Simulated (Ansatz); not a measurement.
CuI (Marshite):

```
I Cu
1.0
     0.00000    3.03150    3.03150
     3.03150    0.00000    3.03150
     3.03150    3.03150    0.00000
I Cu
1 1
Direct
  0.00000 0.00000 0.00000
  0.75000 0.75000 0.75000
```

Base run:

| Property | Result |
| --- | --- |
| Program | Ansatz 0.2.0 |
| Functional | PBEsol |
| Potentials or basis | all-electron LAPW, non-relativistic |
| Cutoff | 282 eV (chosen from the basis error) |
| Basis error allowed | 0.001 eV/atom |
| k mesh | 8 × 8 × 8 |
| Occupations | fermi-dirac, width 0.05 eV |
| Spin | no spin polarisation |

Its results: band gap on the k mesh 1.99 eV, direct; pressure -1.8 GPa.

**Question.** The run is repeated on the same cell with these changes: potentials or basis from all-electron LAPW, non-relativistic to all-electron LAPW, scalar-relativistic. What comes out?

**Answer.** Band gap on the k mesh 1.01 eV, direct; pressure -2.6 GPa.

Caveats: spin-orbit coupling is left out, which moves the levels of the heavy elements; relativity is left out, which matters for the heavier elements (some runs).
